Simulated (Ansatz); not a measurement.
Equilibrium properties in the diamond structure, computed with PBE in Ansatz (plane waves, PAW datasets (generated hard set); cutoff 700 eV), no spin polarisation, no spin–orbit coupling, Fermi–Dirac smearing of 0.061 eV, k-spacing 0.11 to 0.12 Å⁻¹:

```
crystal  a₀ (Å)  V₀ (Å³/atom)  B₀ (GPa)
     Co   4.920         14.89       132
     Cu   5.353         19.18        55
     Se   6.333         31.74        39
     Nb   5.908         25.77        67
     Ru   5.455         20.29       163
     Rh   5.514         20.95       128
```

Give the same for Rb, Mn, Br.


| crystal | a₀ (Å) | V₀ (Å³/atom) | B₀ (GPa) |
| --- | --- | --- | --- |
| Rb | 10.418 | 141.32 | 1.0 |
| Mn | 4.951 | 15.17 | 146 |
| Br | 7.010 | 43.07 | 15.0 |

Model structures, not the usual forms at ambient conditions (metastable or hypothetical): Mn, Co, Cu, Se, Br, Rb, Nb, Ru, Rh. Spin polarisation is left out, and a magnetic state may lie lower for Mn, Co, Br.
